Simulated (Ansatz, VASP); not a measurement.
## Two plane-wave programs on ZrSe5

Contents of POSCAR:

```
ZrSe5
1.0
    0.0000000000      4.2372210000      4.2372210000
    4.2372210000      0.0000000000      4.2372210000
    4.2372210000      4.2372210000      0.0000000000
Zr Se
1 5
Direct
    0.0000000000      0.0000000000      0.0000000000
    0.2500000000      0.2500000000      0.2500000000
    0.6250000000      0.6250000000      0.6250000000
    0.1250000000      0.6250000000      0.6250000000
    0.6250000000      0.6250000000      0.1250000000
    0.6250000000      0.1250000000      0.6250000000
```

INCAR.step1

```
SYSTEM = ZrSe5
  PREC = Accurate
  ENCUT = 520
  ISMEAR = 1
  SIGMA = 0.0221
  LREAL = .FALSE.
  LASPH = .TRUE.
  NELM = 80
  NBANDS = 30
  GGA = PE
  ALGO = Normal
  EDIFF = 1E-4
  LWAVE = .TRUE.
  LCHARG = .FALSE.
```

INCAR.step2

```
SYSTEM = ZrSe5
  PREC = Accurate
  ENCUT = 520
  EDIFF = 1E-6
  ISMEAR = 1
  SIGMA = 0.0221
  LREAL = .FALSE.
  LASPH = .TRUE.
  NELM = 80
  ALGO = Normal
  ISIF = 2
  LWAVE = .FALSE.
  LCHARG = .FALSE.
  METAGGA = R2SCAN
  LMIXTAU = .TRUE.
  NBANDS = 30
  ISTART = 1
```

The input KPOINTS:

```
regular mesh
0
G
  5 5 5
  0 0 0
```

Input for Ansatz:

```yaml
crystal:
  lattice:
    - [0.0, 4.237221, 4.237221]
    - [4.237221, 0.0, 4.237221]
    - [4.237221, 4.237221, 0.0]
  atoms:
    - { symbol: Zr, position: [0.0, 0.0, 0.0] }
    - { symbol: Se, position: [0.25, 0.25, 0.25] }
    - { symbol: Se, position: [0.625, 0.625, 0.625] }
    - { symbol: Se, position: [0.125, 0.625, 0.625] }
    - { symbol: Se, position: [0.625, 0.625, 0.125] }
    - { symbol: Se, position: [0.625, 0.125, 0.625] }
  symmetry: { tolerance: 0.0003 }
kpoints:
  mp_grid: { grid: [5, 5, 5], shift: [0, 0, 0] }
  band_path:
    path:
      - [0.0, 0.0, 0.0]
      - [-0.5, -0.5, 0.0]
      - [-0.375, -0.375, 0.25]
      - [-0.375, 0.0, 0.375]
      - [0.0, 0.0, 0.0]
      - [0.0, 0.0, 0.5]
      - [-0.5, -0.25, 0.25]
      - [-0.5, -0.5, 0.0]
    npoints: 8
magnetization:
  spin_polarized: false
scf:
  occupations: { method: methfessel_paxton, width: 0.0221 }
  lower_state_search: "off"
  max_iter: 200
hamiltonian:
  pseudopotentials: { kind: paw }
  xc: r2scan
basis:
  ecutwfc: 500
  fft_grid_basis: typed
output:
  forces: true
  stress: true
  eigenvalues: true
  bader: true
  populations: true
  elf: true
  write_potential: true
  volumetric_format: npy
  dos:
    e_range: [-12, 8]
    de: 0.05
    projected: { site_lists: { Se: [Se], Zr: [Zr] } }
checkpoint:
  read: saved_state
```

Alike in both runs: task single point; functional r2SCAN; k mesh 5 × 5 × 5; occupations methfessel-paxton of order 1, width 0.0221 eV; no spin polarisation.

|  | VASP | Ansatz |
| --- | --- | --- |
| version | VASP 6.6.1 | Ansatz 0.2.0 |
| potentials or method | VASP PAW PBE potentials, release 64 (Zr_sv, Se) | PAW plane waves |
| plane-wave cutoff (eV) | 520 | 500 |
| valence electrons in the cell | 42 | 92 |

```tsv
	VASP	Ansatz	Ansatz less VASP
pressure (GPa)	-10.5	-10.4	+0.04
rms of the force components (eV/Å)	0.107	0.107	+0.0003
```

The two sets of potentials don't hold the same shells in valence.

Caveats: the PAW data sets were made with another functional, which shifts forces and pressure a little (VASP).
